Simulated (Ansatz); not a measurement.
**Stationary points along a deformation path in SiC**

Method: DFT r2SCAN, scalar-relativistic, plane waves, PAW (Ansatz). The runs took a 500 eV cutoff, a Γ-centred 12×12×12 mesh and Gaussian smearing (0.05 eV). No spin polarisation. Energies are free energies at this smearing, counted from the undisturbed cell; pressure is positive in compression.

Reference structure (as given, not relaxed at this level; it stands at 1.3 GPa):

```xyz
2
Lattice="0.0000 2.1740 2.1740 2.1740 0.0000 2.1740 2.1740 2.1740 0.0000" Properties=species:S:1:pos:R:3 pbc="T T T"
Si    0.0000    0.0000    0.0000
C     3.2610    3.2610    3.2610
```

At fixed volume and fractional coordinates, lengths along (0.577, 0.577, 0.577) are scaled against those across it; ρ is that ratio over its starting value. V = 10.275 Å³/atom. Δσ is the stress along the axis less the mean stress across it (compression positive).

```csv
ρ,ΔE (meV/atom),Δσ (GPa),space group
0.500,8222.5,645.66,R3m
0.600,4120.1,417.31,R3m
0.710,1719.1,254.10,R3m
0.850,353.6,106.03,R3m
0.930,67.3,44.21,R3m
1.000,0.0,0.00,F-43m
1.080,70.4,-42.03,R3m
1.200,376.7,-92.72,R3m
1.410,1215.7,-138.03,R3m
1.700,2276.7,-128.43,R3m
2.000,3078.3,-100.35,R3m
```

Task: How does the stress give the slope of the energy, and where is the energy stationary?

Result: Along the path d ln(length) is 2/3 d ln ρ on the axis and −1/3 d ln ρ across it, so dE/d ln ρ = −(2/3) V Δσ: the energy falls with ρ where Δσ is positive. Δσ vanishes or changes sign at ρ = 1.000 (F-43m), a minimum at 0.0 meV/atom. Pairs of stationary points between two samples would go unseen, and could change a minimum read from distant neighbours into a maximum. At ρ = 1.000 the cell is cubic, where symmetry alone makes the stress isotropic and the slope zero.

Task: Which shear constant sets the curvature at ρ = 1?

Result: For a cubic crystal E/V = (2/3) C (ln ρ)² with C = C44, so Δσ = −2C ln ρ. The parabola of Δσ against ln ρ through ρ = 0.930, 1 and 1.080 gives C ≈ 289 GPa with the ions clamped, rough because the steps are large. It is the stress–strain coefficient at this cell's pressure of 1.3 GPa, not the zero-pressure constant.

Forces appear on the atoms along this scan, and letting them relax would lower the energy and soften the response. The gap closes along the scan, which can put kinks into the curve.